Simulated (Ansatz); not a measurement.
## LiF: the volume at rest

LiF in the rock-salt structure, starting from this typed cell of 8.43 Å³ an atom.

```xyz
2
Lattice="0.0000 2.0350 2.0350 2.0350 0.0000 2.0350 2.0350 2.0350 0.0000" Properties=species:S:1:pos:R:3 pbc="T T T"
Li    0.0000    0.0000    0.0000
F     2.0350    2.0350    2.0350
```

DFT in Ansatz; k mesh 6×6×6; fixed occupations; no spin. Cell and atoms are relaxed to zero stress with the symmetry kept and no dispersion correction.

Caveats: coarse k mesh.

What volume results under PBE, LDA, PBEsol, and how much do the potentials matter?


```json
{"functional": "PBE", "potentials": "all-electron PAW datasets (no frozen core)", "cutoff (eV)": "460", "volume (Å³/atom)": "8.40", "change (%)": "-0.3"}
{"functional": "PBE", "potentials": "Ansatz generated PAW", "cutoff (eV)": "420", "volume (Å³/atom)": "8.41", "change (%)": "-0.2"}
{"functional": "PBE", "potentials": "Ansatz hand-made PAW", "cutoff (eV)": "1050", "volume (Å³/atom)": "8.40", "change (%)": "-0.3"}
{"functional": "PBE", "potentials": "JTH PAW", "cutoff (eV)": "1500", "volume (Å³/atom)": "8.45", "change (%)": "0.3"}
{"functional": "PBE", "potentials": "PseudoDojo norm-conserving", "cutoff (eV)": "1143", "volume (Å³/atom)": "8.37", "change (%)": "-0.6"}
{"functional": "PBE", "potentials": "Ansatz norm-conserving", "cutoff (eV)": "1320", "volume (Å³/atom)": "8.40", "change (%)": "-0.4"}
{"functional": "LDA", "potentials": "Ansatz hand-made PAW", "cutoff (eV)": "1050", "volume (Å³/atom)": "7.47", "change (%)": "-11.3"}
{"functional": "LDA", "potentials": "PseudoDojo norm-conserving", "cutoff (eV)": "1143", "volume (Å³/atom)": "7.44", "change (%)": "-11.7"}
{"functional": "PBEsol", "potentials": "Ansatz hand-made PAW", "cutoff (eV)": "1050", "volume (Å³/atom)": "8.03", "change (%)": "-4.7"}
{"functional": "PBEsol", "potentials": "PseudoDojo norm-conserving", "cutoff (eV)": "1143", "volume (Å³/atom)": "8.01", "change (%)": "-5.0"}
```

From smallest to largest: LDA, PBEsol, PBE.
